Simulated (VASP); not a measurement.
# CdTe (F-43m) in VASP: further runs, part 3 of 3

VASP 6.6.1. Earlier steps stand in the parts before.

### Step 6. Band structure, r2SCAN

INCAR

```
SYSTEM = CdTe
PREC     = Accurate       ! precision mode
ENCUT    = 520            ! plane-wave cutoff, eV
EDIFF    = 1E-6           ! SCF threshold, eV
ISMEAR   = 0              ! smearing method
SIGMA    = 0.02           ! smearing width, eV
LREAL    = .False.        ! projectors in reciprocal space
LASPH    = .True.         ! aspherical terms in the spheres
NELM     = 80             ! most SCF steps
ALGO     = Normal         ! electronic algorithm
ISIF     = 2              ! what is computed and relaxed
LWAVE    = .False.        ! write WAVECAR
LCHARG   = .False.        ! write CHGCAR
METAGGA  = R2SCAN         ! meta-GGA
LMIXTAU  = .True.       
NBANDS   = 16             ! bands
```

KPOINTS

```
regular mesh
0
Gamma
  8 8 8
  0 0 0
```

POSCAR

```
CdTe
1.0
    0.0000000000      3.2050000000      3.2050000000
    3.2050000000      0.0000000000      3.2050000000
    3.2050000000      3.2050000000      0.0000000000
Te Cd
1 1
Direct
    0.7500000000      0.7500000000      0.7500000000
    0.0000000000      0.0000000000      0.0000000000
```

KPOINTS_OPT

```
path GXWKGLUWLK,UX
15
line-mode
reciprocal
 0.0000000000  0.0000000000  0.0000000000  G
 0.5000000000  0.0000000000  0.5000000000  X

 0.5000000000  0.0000000000  0.5000000000  X
 0.5000000000  0.2500000000  0.7500000000  W

 0.5000000000  0.2500000000  0.7500000000  W
 0.3750000000  0.3750000000  0.7500000000  K

 0.3750000000  0.3750000000  0.7500000000  K
 0.0000000000  0.0000000000  0.0000000000  G

 0.0000000000  0.0000000000  0.0000000000  G
 0.5000000000  0.5000000000  0.5000000000  L

 0.5000000000  0.5000000000  0.5000000000  L
 0.6250000000  0.2500000000  0.6250000000  U

 0.6250000000  0.2500000000  0.6250000000  U
 0.5000000000  0.2500000000  0.7500000000  W

 0.5000000000  0.2500000000  0.7500000000  W
 0.5000000000  0.5000000000  0.5000000000  L

 0.5000000000  0.5000000000  0.5000000000  L
 0.3750000000  0.3750000000  0.7500000000  K

 0.6250000000  0.2500000000  0.6250000000  U
 0.5000000000  0.0000000000  0.5000000000  X
```

Potentials or basis: VASP PAW PBE potentials, release 64 (Te, Cd).

Started as:

```
> cat potpaw_PBE.64/Te/POTCAR potpaw_PBE.64/Cd/POTCAR > POTCAR
> mpirun -np 1 vasp_std > vasp.out
```

It took 6.2 min on 1 thread of AMD EPYC 9R45 (Zen 5), shared host; peak memory 0.19 GiB.

The run converged. Its results:

```yaml
Free_energy: -46.5977 eV
Pressure: 3.4 GPa
Band_gap_on_the_k_mesh: 1.38 eV, direct
Band_gap_along_the_path: 1.38 eV, direct
```

Levels at the corners of the path, in eV from the valence-band top:
```csv
point,band 7,band 8,band 9,band 10,band 11,band 12
Γ,0.00,0.00,0.00,1.38,5.00,5.00
X,-4.53,-2.03,-2.03,2.80,2.97,9.67
X,-4.53,-2.03,-2.03,2.80,2.97,9.67
W,-4.39,-2.53,-2.39,4.79,4.94,6.13
W,-4.39,-2.53,-2.39,4.79,4.94,6.13
K,-4.42,-2.78,-1.68,3.19,4.92,7.91
K,-4.42,-2.78,-1.68,3.19,4.92,7.91
Γ,0.00,0.00,0.00,1.38,5.00,5.00
Γ,0.00,0.00,0.00,1.38,5.00,5.00
L,-4.70,-0.84,-0.84,2.27,5.57,5.57
L,-4.70,-0.84,-0.84,2.27,5.57,5.57
U,-4.42,-2.78,-1.68,3.19,4.92,7.91
U,-4.42,-2.78,-1.68,3.19,4.92,7.91
W,-4.39,-2.53,-2.39,4.79,4.94,6.13
W,-4.39,-2.53,-2.39,4.79,4.94,6.13
L,-4.70,-0.84,-0.84,2.27,5.57,5.57
L,-4.70,-0.84,-0.84,2.27,5.57,5.57
K,-4.42,-2.78,-1.68,3.19,4.92,7.91
U,-4.42,-2.78,-1.68,3.19,4.92,7.91
X,-4.53,-2.03,-2.03,2.80,2.97,9.67
```

Caveat: the PAW data sets were made with another functional, which shifts forces and pressure a little; spin-orbit coupling is left out, which moves the levels of the heavy elements.

### Step 7. Band structure, TB-mBJ

POSCAR is that of step 6.

INCAR.step1

```
SYSTEM = CdTe
PREC     = Accurate       ! precision mode
ENCUT    = 520            ! plane-wave cutoff, eV
EDIFF    = 1E-5           ! SCF threshold, eV
ISMEAR   = 0              ! smearing method
SIGMA    = 0.02           ! smearing width, eV
LREAL    = .False.        ! projectors in reciprocal space
LASPH    = .True.         ! aspherical terms in the spheres
NELM     = 80             ! most SCF steps
ALGO     = Normal         ! electronic algorithm
ISIF     = 2              ! what is computed and relaxed
LWAVE    = .True.         ! write WAVECAR
LCHARG   = .False.        ! write CHGCAR
NBANDS   = 16             ! bands
GGA      = PE             ! functional
```

INCAR.step2

```
SYSTEM = CdTe
PREC     = Accurate       ! precision mode
ENCUT    = 520            ! plane-wave cutoff, eV
EDIFF    = 1E-6           ! SCF threshold, eV
ISMEAR   = 0              ! smearing method
SIGMA    = 0.02           ! smearing width, eV
LREAL    = .False.        ! projectors in reciprocal space
LASPH    = .True.         ! aspherical terms in the spheres
NELM     = 80             ! most SCF steps
ALGO     = Normal         ! electronic algorithm
ISIF     = 2              ! what is computed and relaxed
LWAVE    = .False.        ! write WAVECAR
LCHARG   = .False.        ! write CHGCAR
METAGGA  = MBJ            ! meta-GGA
NBANDS   = 16             ! bands
ISTART   = 1
```

KPOINTS is that of step 6.

KPOINTS_OPT is that of step 6.

Started as:

```
> cat potpaw_PBE.64/Te/POTCAR potpaw_PBE.64/Cd/POTCAR > POTCAR
> cp INCAR.step1 INCAR
> mpirun -np 1 vasp_std > vasp.out
> cp INCAR.step2 INCAR
> mpirun -np 1 vasp_std > vasp.out
```

Wall time 2.5 min (1 thread of AMD EPYC 9R45 (Zen 5), shared host); peak memory 0.22 GiB.

Results (log left out):

| Property | Result |
| --- | --- |
| Band gap on the k mesh | 1.91 eV, direct |
| Band gap along the path | 1.91 eV, direct |

Levels at the corners of the path, in eV from the valence-band top:
```
point  band 5  band 6  band 7  band 8  band 9  band 10  band 11  band 12  band 13  band 14
    Γ   -8.14   -8.14    0.00    0.00    0.00     1.91     5.14     5.14     5.14     8.61
    X   -8.11   -7.57   -4.06   -1.81   -1.81     3.25     3.28     9.80    10.01    10.01
    X   -8.11   -7.57   -4.06   -1.81   -1.81     3.25     3.28     9.80    10.01    10.01
    W   -8.14   -7.49   -3.92   -2.25   -2.10     4.89     5.20     6.32     6.85    10.67
    W   -8.14   -7.49   -3.92   -2.25   -2.10     4.89     5.20     6.32     6.85    10.67
    K   -8.13   -7.53   -3.95   -2.46   -1.50     3.54     5.11     7.99     8.02     8.75
    K   -8.13   -7.53   -3.95   -2.46   -1.50     3.54     5.11     7.99     8.02     8.75
    Γ   -8.14   -8.14    0.00    0.00    0.00     1.91     5.14     5.14     5.14     8.61
    Γ   -8.14   -8.14    0.00    0.00    0.00     1.91     5.14     5.14     5.14     8.61
    L   -8.13   -7.74   -4.21   -0.75   -0.75     2.66     5.66     5.66     8.02     9.65
    L   -8.13   -7.74   -4.21   -0.75   -0.75     2.66     5.66     5.66     8.02     9.65
    U   -8.13   -7.53   -3.95   -2.46   -1.50     3.54     5.11     7.99     8.02     8.75
    U   -8.13   -7.53   -3.95   -2.46   -1.50     3.54     5.11     7.99     8.02     8.75
    W   -8.14   -7.49   -3.92   -2.25   -2.10     4.89     5.20     6.32     6.85    10.67
    W   -8.14   -7.49   -3.92   -2.25   -2.10     4.89     5.20     6.32     6.85    10.67
    L   -8.13   -7.74   -4.21   -0.75   -0.75     2.66     5.66     5.66     8.02     9.65
    L   -8.13   -7.74   -4.21   -0.75   -0.75     2.66     5.66     5.66     8.02     9.65
    K   -8.13   -7.53   -3.95   -2.46   -1.50     3.54     5.11     7.99     8.02     8.75
    U   -8.13   -7.53   -3.95   -2.46   -1.50     3.54     5.11     7.99     8.02     8.75
    X   -8.11   -7.57   -4.06   -1.81   -1.81     3.25     3.28     9.80    10.01    10.01
```

Caveat: the PAW data sets were made with another functional, which shifts forces and pressure a little; spin-orbit coupling is left out, which moves the levels of the heavy elements.

### Step 8. Against experiment

Step 6. Against the measured gap of CdTe, 1.607 eV (0 K; a printed reference work, data compilation), the calculated 1.38 eV is off by -0.22 eV. Spin-orbit coupling on Cd, Te is left out. The value is that of r2SCAN, without temperature or zero-point motion.

Step 7. A measured gap of CdTe is 1.607 eV (0 K; a printed reference work, data compilation); the calculated 1.91 eV misses it by +0.31 eV. Spin-orbit coupling on Cd, Te is left out. The value is that of TB-mBJ, without temperature or zero-point motion.
